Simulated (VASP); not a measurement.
# Re (P6_3/mmc) in VASP: notebook

The runs below take Re through relaxation of shape and atoms at fixed volume, with PBEsol.

Program: VASP 6.6.1. These are calculated values, not measurements. Logs are shortened: lines on timing, memory, paths and dates and some standing lists are left out, and cuts for length are marked.

## Step 1: The undisturbed crystal

The structure is hexagonal, space group P6_3/mmc (No. 194). The conventional cell has a = 2.761 Å, b = 2.761 Å, c = 4.458 Å, α = 90.00°, β = 90.00°, γ = 120.00°. Re (site symmetry -6m2) is surrounded by 12 Re at 2.74 to 2.76 Å.

## Step 2: Relaxation of shape and atoms at fixed volume, PBEsol (a relaxed cell with its volume scaled by 1.04)

Contents of INCAR:

```
PREC     = Accurate       # precision mode
ENCUT    = 600            # plane-wave cutoff, eV
EDIFF    = 1E-7           # SCF threshold, eV
ISMEAR   = 1              # smearing method
SIGMA    = 0.1            # smearing width, eV
LREAL    = False          # projectors in reciprocal space
LASPH    = True           # aspherical terms in the spheres
NELM     = 80             # most SCF steps
ALGO     = Normal         # electronic algorithm
ISIF     = 4              # what is computed and relaxed
LWAVE    = False          # write WAVECAR
LCHARG   = False          # write CHGCAR
GGA      = PS             # functional
IBRION   = 2              # ionic algorithm
NSW      = 40             # ionic steps
EDIFFG   = -0.01          # ionic threshold
```

Contents of KPOINTS:

```
Automatic mesh
0
Gamma
  15 15 8
```

Contents of POSCAR:

```
Re                                      
1.0
    2.7843288855      0.0000000000      0.0000000000
   -1.3921644428      2.4112995474     -0.0000000000
   -0.0000000000      0.0000000000      4.5106109885
  Re            
     2
Direct
     0.3333333332999970    0.6666666667000030    0.2500000000000000
     0.6666666667000030    0.3333333332999970    0.7500000000000000
```

Potentials or basis: VASP PAW PBE potentials, release 64 (Re).

Command:

```console
$ cat potpaw_PBE.64/Re/POTCAR > POTCAR
$ mpirun -np 1 vasp_std > vasp.out
```

OUTCAR:

```text
PREC = Accurate
   ENCUT = 600
   EDIFF = 1E-7
   ISMEAR = 1
   LREAL = False
   LASPH = True
   NELM = 80
   ISIF = 4
   GGA = PS
   IBRION = 2
   NSW = 40
   EDIFFG = -0.01

 ion  position               nearest neighbor table
   1  0.333  0.667  0.250-   2 2.77   2 2.77   2 2.77   2 2.77   2 2.77   2 2.77
   2  0.667  0.333  0.750-   1 2.77   1 2.77   1 2.77   1 2.77   1 2.77   1 2.77

  LATTYP: Found a hexagonal cell.
 ALAT       =     2.7843288855
 C/A-ratio  =     1.6199993514

  Lattice vectors:

 A1 = (   2.7843288855,   0.0000000000,   0.0000000000)
 A2 = (  -1.3921644428,   2.4112995474,   0.0000000000)
 A3 = (   0.0000000000,   0.0000000000,   4.5106109885)

Analysis of symmetry for initial positions (statically):
=====================================================================
 Subroutine PRICEL returns:
 Original cell was already a primitive cell.

 Routine SETGRP: Setting up the symmetry group for a
 hexagonal supercell.

 Subroutine GETGRP returns: Found 24 space group operations
 (whereof 12 operations were pure point group operations)
 out of a pool of 24 trial point group operations.

The static configuration has the point symmetry D_3d.
 The point group associated with its full space group is D_6h.

Analysis of symmetry for dynamics (positions and initial velocities):
=====================================================================
 Subroutine PRICEL returns:
 Original cell was already a primitive cell.

 Routine SETGRP: Setting up the symmetry group for a
 hexagonal supercell.

 Subroutine GETGRP returns: Found 24 space group operations
 (whereof 12 operations were pure point group operations)
 out of a pool of 24 trial point group operations.

The dynamic configuration has the point symmetry D_3d.
 The point group associated with its full space group is D_6h.

 Subroutine INISYM returns: Found 24 space group operations
 (whereof 12 operations are pure point group operations),
 and found     1 'primitive' translations

----------------------------------------------------------------------------------------

                                     Primitive cell

  volume of cell :      30.2836

  direct lattice vectors                    reciprocal lattice vectors
     2.784328885  0.000000000  0.000000000     0.359152974  0.207357066  0.000000000
    -1.392164443  2.411299547  0.000000000     0.000000000  0.414714133  0.000000000
     0.000000000  0.000000000  4.510610988     0.000000000  0.000000000  0.221699455

  length of vectors
[... 95 lines left out ...]
   EMIN   =  10.00;   EMAX   =-10.00  energy-range for DOS
   EFERMI =   0.00;   METHOD = LEGACY
   ISMEAR =     1;   SIGMA  =   0.10  broadening in eV -4-tet -1-fermi 0-gaus
   EFERMI_NEDOS =   21; number of points for ismear=-14 and -15
   IALGO  =     38    algorithm
   IMIX   =      4    mixing-type and parameters
     AMIX     =   0.40;   BMIX     =  1.00
     AMIX_MAG =   1.60;   BMIX_MAG =  1.00
  volume/ion in A,a.u.               =      15.14       102.18
  Fermi-wavevector in a.u.,A,eV,Ry     =   1.265849  2.392107 21.801609  1.602373
  Thomas-Fermi vector in A             =   2.399080
   LORBIT       =      0    0 simple, 1 ext, 2 COOP (PROOUT), +10 PAW based schemes
   GGA     = PS    functional components
   LHFCALC =     F    Hartree Fock is set to
   AEXX    =    0.0000 exact exchange contribution
   IVDW    =     0    specifies the selected vdW correction
   LEPSILON=     F    determine dielectric tensor
   LRPA    =     F    only Hartree local field effects (RPA)
 conjugate gradient relaxation of ions
 non-spin polarized calculation
 Methfessel and Paxton  Order N= 1 SIGMA  =   0.10
  energy-cutoff  :      600.00
  volume of cell :       30.28
 maximum number of plane-waves:      1039
 NGX is ok and might be reduce to    24
   NGX = 11   NGY = 11   NGZ = 19

 number of electron      14.0000000 magnetization

 Free energy of the ion-electron system (eV)
  ---------------------------------------------------
  ext. energy  EPLUGINS =         0.00000000
  ---------------------------------------------------
  free energy    TOTEN  =       -26.68708578 eV

  energy without entropy =      -26.68800461  energy(sigma->0) =      -26.68739206

 E-fermi :   7.3407     XC(G=0): -13.6637

 val. band max:        7.3220368643   @ k =   0.3333   0.3333   0.0000
 cond. band min:       7.3431785212   @ k =   0.2000   0.1333   0.5000
 fundamental gap:      0.0211416569
 Fermi energy:         7.3406865399

 k-point     1 :       0.0000    0.0000    0.0000
  band No.  band energies     occupation
      1      -2.3316      2.00000
      2       0.9306      2.00000
      3       5.8160      2.00000
      4       5.8629      2.00000
      5       5.8629      2.00000
      6       6.6552      2.00000
      7       6.6552      2.00000
      8       7.5772     -0.00414
      9       7.5772     -0.00414
     10       7.8895     -0.00000
     11      10.6054      0.00000
[... 309 lines left out ...]
 k-point    24 :       0.4000    0.2000    0.0000
  band No.  band energies     occupation
      1       2.3772      2.00000
      2       2.6815      2.00000
      3       2.7556      2.00000
      4       4.7056      2.00000
      5       5.2037      2.00000
      6       5.7238      2.00000
      7       7.0299      2.00010
      8      10.2214      0.00000
      9      10.9122      0.00000
     10      10.9197      0.00000
     11      13.8033      0.00000

 [... further k-points ...]

------------------------ aborting loop because EDIFF is reached ----------------------------------------

  FORCE on cell =-STRESS in cart. coord.  units (eV):
  Direction    XX          YY          ZZ          XY          YZ          ZX
  --------------------------------------------------------------------------------------
  -------------------------------------------------------------------------------------
  Total       -2.7250685     -2.7250685     -2.7386378      0.0000000      0.0000000     -0.0000000
  in kB     -144.1720063   -144.1720063   -144.8899000      0.0000000      0.0000000     -0.0000000
  external PRESSURE =    -144.4113042 kB  Pullay stress =       0.0000000 kB

 VOLUME and BASIS-vectors are now :
 -----------------------------------------------------------------------------
  energy-cutoff  :      600.00
  volume of cell :       30.28
      direct lattice vectors                 reciprocal lattice vectors
     2.784328885  0.000000000  0.000000000     0.359152974  0.207357066  0.000000000
    -1.392164443  2.411299547  0.000000000     0.000000000  0.414714133  0.000000000
     0.000000000  0.000000000  4.510610988     0.000000000  0.000000000  0.221699455

 POSITION                                       TOTAL-FORCE (eV/Angst)
 -----------------------------------------------------------------------------------
     -0.00000      1.60753      1.12765         0.000000      0.000000      0.000000
      1.39216      0.80377      3.38296         0.000000     -0.000000      0.000000
 -----------------------------------------------------------------------------------
    total drift:                               -0.000000      0.000000     -0.000000

  FREE ENERGIE OF THE ION-ELECTRON SYSTEM (eV)
  ---------------------------------------------------
  free  energy   TOTEN  =       -26.6870857774 eV

  energy  without entropy=      -26.6880046106  energy(sigma->0) =      -26.68739206

 reached required accuracy - stopping structural energy minimisation
```

OSZICAR:

```text
N       E                     dE             d eps       ncg     rms          rms(c)
DAV:   1     0.331702254321E+02    0.33170E+02   -0.74091E+03  5182   0.171E+03
DAV:   2    -0.206887643385E+02   -0.53859E+02   -0.47027E+02  4678   0.317E+02
DAV:   3    -0.277893742190E+02   -0.71006E+01   -0.56538E+01  4893   0.288E+02
DAV:   4    -0.282559698446E+02   -0.46660E+00   -0.40534E+00  5494   0.351E+01
DAV:   5    -0.282771937273E+02   -0.21224E-01   -0.20043E-01  5172   0.410E+00    0.420E+01
DAV:   6    -0.270693916102E+02    0.12078E+01   -0.13522E+00  5611   0.358E+01    0.163E+01
DAV:   7    -0.267021159653E+02    0.36728E+00   -0.81354E-01  5716   0.268E+01    0.682E-01
DAV:   8    -0.266878678821E+02    0.14248E-01   -0.12962E-02  5811   0.143E+00    0.233E-01
DAV:   9    -0.266870882599E+02    0.77962E-03   -0.50931E-04  5615   0.210E-01    0.369E-02
DAV:  10    -0.266870859335E+02    0.23265E-05   -0.52604E-05  4925   0.691E-02    0.782E-03
DAV:  11    -0.266870861467E+02   -0.21320E-06   -0.11785E-06  4862   0.209E-02    0.249E-03
DAV:  12    -0.266870857706E+02    0.37603E-06   -0.38141E-08  2695   0.556E-03    0.410E-04
DAV:  13    -0.266870857774E+02   -0.67672E-08   -0.16545E-08  2634   0.505E-03
   1 F= -.26687086E+02 E0= -.26687392E+02  d E =-.266871E+02
```

CONTCAR:

```text
Re
   1.00000000000000
     2.7843288854999999    0.0000000000000000    0.0000000000000000
    -1.3921644428000000    2.4112995474000001    0.0000000000000000
     0.0000000000000000    0.0000000000000000    4.5106109884999999
  Re
     2
Direct
     0.3333333332999970    0.6666666667000030    0.2500000000000000
     0.6666666667000030    0.3333333332999970    0.7500000000000000

  0.00000000E+00  0.00000000E+00  0.00000000E+00
  0.00000000E+00  0.00000000E+00  0.00000000E+00
```

Wall time 21 s (1 thread of Intel Xeon 6975P-C (Granite Rapids), shared host); peak memory 0.19 GiB.

Results:

```
Free energy             : -26.6871 eV
Pressure after relaxing : -14.4 GPa
Band gap on the k mesh  : none (metal or under the smearing width)
```

Final structure:
```
Re
1.0
     2.78433    0.00000    0.00000
    -1.39216    2.41130    0.00000
     0.00000    0.00000    4.51061
Re
2
Direct
  0.33333 0.66667 0.25000
  0.66667 0.33333 0.75000
```

Caveat: the relaxation stopped at its first step, so nothing moved; the PAW data sets were made with another functional, which shifts forces and pressure a little. Spin-orbit coupling is left out, which matters for the levels of Re.

## Step 3: Relaxation of shape and atoms at fixed volume, PBEsol (a relaxed cell with its volume scaled by 1.06)

INCAR is that of step 2.

KPOINTS is that of step 2.

Contents of POSCAR:

```
Re                                      
1.0
    2.8020639426      0.0000000000      0.0000000000
   -1.4010319713      2.4266585573     -0.0000000000
   -0.0000000000      0.0000000000      4.5393417694
  Re            
     2
Direct
     0.3333333332999970    0.6666666667000030    0.2500000000000000
     0.6666666667000030    0.3333333332999970    0.7500000000000000
```

Potentials or basis: VASP PAW PBE potentials, release 64 (Re).

Command:

```console
$ cat potpaw_PBE.64/Re/POTCAR > POTCAR
$ mpirun -np 1 vasp_std > vasp.out
```

Run time: 20 s. Hardware: 1 thread of Intel Xeon 6975P-C (Granite Rapids), shared host; peak memory 0.18 GiB.

It converged, with:

* Free energy: -26.6234 eV
* Pressure after relaxing: -20.5 GPa
* Band gap on the k mesh: none (metal or under the smearing width)

Stress tensor (GPa, compression positive):
```
-20.48   0.00   0.00
  0.00 -20.48   0.00
  0.00   0.00 -20.60
```

Final structure:
```yaml
crystal:
  lattice:
    - [2.80206, 0.00000, 0.00000]
    - [-1.40103, 2.42666, 0.00000]
    - [0.00000, 0.00000, 4.53934]
  atoms:
    - { symbol: Re, position: [0.33333, 0.66667, 0.25000] }
    - { symbol: Re, position: [0.66667, 0.33333, 0.75000] }
```

Levels at points of the mesh, in eV from the Fermi level:
| k point | band 4 | band 5 | band 6 | band 7 | band 8 | band 9 | band 10 | band 11 |
| --- | --- | --- | --- | --- | --- | --- | --- | --- |
| (0.00, 0.00, 0.00) | -1.43 | -1.43 | -0.66 | -0.66 | 0.23 | 0.23 | 0.52 | 3.18 |
| (0.00, 0.00, 0.50) | -2.24 | -1.55 | -1.55 | -1.55 | -1.55 | 2.40 | 2.40 | 2.40 |

Caveat: the relaxation stopped at its first step, so nothing moved; the PAW data sets were made with another functional, which shifts forces and pressure a little.
